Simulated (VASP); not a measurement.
**Ag2O: relaxation of cell and atoms with PBE**

Ag2O:

```
CELL_PARAMETERS angstrom
4.71800 0.00000 0.00000
0.00000 4.71800 0.00000
0.00000 0.00000 4.71800
ATOMIC_POSITIONS crystal
Ag 0.75000 0.25000 0.75000
Ag 0.75000 0.75000 0.25000
Ag 0.25000 0.75000 0.75000
Ag 0.25000 0.25000 0.25000
O 0.50000 0.50000 0.50000
O 0.00000 0.00000 0.00000
```

```json
{"Program": "VASP 6.6.1", "Task": "relaxation of cell and atoms", "Functional": "PBE", "Potentials or basis": "VASP PAW PBE potentials, release 64 (Ag, O)", "Cutoff": "600 eV", "k mesh": "5 × 5 × 5", "Occupations": "fermi-dirac, width 0.05 eV", "Spin": "no spin polarisation", "Further INCAR settings": "ALGO = Normal; EDIFF = 1e-07; IBRION = 2; EDIFFG = -0.01; NSW = 60; ISIF = 3"}
```

- Relaxed volume: 18.54 Å³/atom
- Relaxed cell: a = 4.809 Å, b = 4.809 Å, c = 4.809 Å, α = 90.00°, β = 90.00°, γ = 90.00°
- Space group after relaxing (to 0.05 Å): Pn-3m (No. 224)
- Energy gained by relaxing: 14.3 meV/atom
- Ionic steps: 3
- Pressure after relaxing: 0.0 GPa
- Band gap on the k mesh: none (metal or under the smearing width)

The path:
```tsv
step	energy change (eV)	largest force (eV/Å)	pressure (GPa)	volume (Å³)
1	0.0000	0.0000	4.70	105.02
2	-0.0801	0.0000	-1.06	113.02
3	-0.0860	0.0000	0.01	111.23
```

Final structure:
```
Ag O
1.0
     4.80925    0.00000    0.00000
     0.00000    4.80925    0.00000
     0.00000    0.00000    4.80925
Ag O
4 2
Direct
  0.75000 0.25000 0.75000
  0.75000 0.75000 0.25000
  0.25000 0.75000 0.75000
  0.25000 0.25000 0.25000
  0.50000 0.50000 0.50000
  0.00000 0.00000 0.00000
```

Levels at points of the mesh, in eV from the Fermi level:
| k point | band 25 | band 26 | band 27 | band 28 | band 29 | band 30 | band 31 | band 32 |
| --- | --- | --- | --- | --- | --- | --- | --- | --- |
| (0.00, 0.00, 0.00) | -2.58 | -0.12 | -0.07 | -0.07 | -0.07 | 2.16 | 2.16 | 6.96 |

Wall time 2 min on 1 thread of Intel(R) Xeon(R) Platinum 8488C (Sapphire Rapids), on a shared host, peak memory 0.25 GiB.

PBE usually gives volumes a little too large and moduli too small. Zero-point motion and thermal expansion aren't in these numbers.
